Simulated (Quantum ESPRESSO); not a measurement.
# V under changes of volume

One of the cells (13.872 Å³/atom); the others are scaled copies at fixed shape and fractional positions:

```
V
1.0
     2.60429    0.00000    0.00000
    -1.30215    2.25538    0.00000
     0.00000    0.00000    4.72334
V
2
Direct
  0.33333 0.66667 0.25000
  0.66667 0.33333 0.75000
```

This isn't the form of V at room conditions, which is bcc.

* Program: Quantum ESPRESSO 7.5
* Functional: LDA
* Potentials or basis: GBRV 1.5 LDA
* Cutoff: 612 eV
* Density cutoff: 4898 eV
* k mesh: 12 × 12 × 6
* Occupations: fermi-dirac, width 0.05 eV
* Spin: collinear spin, ferromagnetic start
* Starting moments: [2.0, 2.0] μB

```tsv
volume (Å³/atom)	energy over the lowest point (meV/atom)	pressure (GPa)
13.039	0.00	-2.4
13.317	7.72	-6.3
13.594	21.81	-9.8
13.872	?	?
14.149	66.60	-15.7
14.427	96.22	-18.3
14.704	130.00	-20.5
```

**Question.** What does the run at 13.872 Å³/atom give?

**Answer.** Energy over the lowest point 41.61 meV/atom; pressure -12.9 GPa.

Worked out: A Birch-Murnaghan fit of order 3 (a polynomial in V^(-2/3)) to the other rows has its minimum at 12.87 Å³/atom, just outside them, with B0 = V·E''(V) = 201 GPa and B' = 3.9 at fixed shape and positions, which overstates the stiffness. It gives 41.65 meV/atom at 13.872 Å³/atom, against the run's 41.61, and -dE/dV = -13.0 GPa, against -12.9.

Energies are extrapolated to zero smearing.
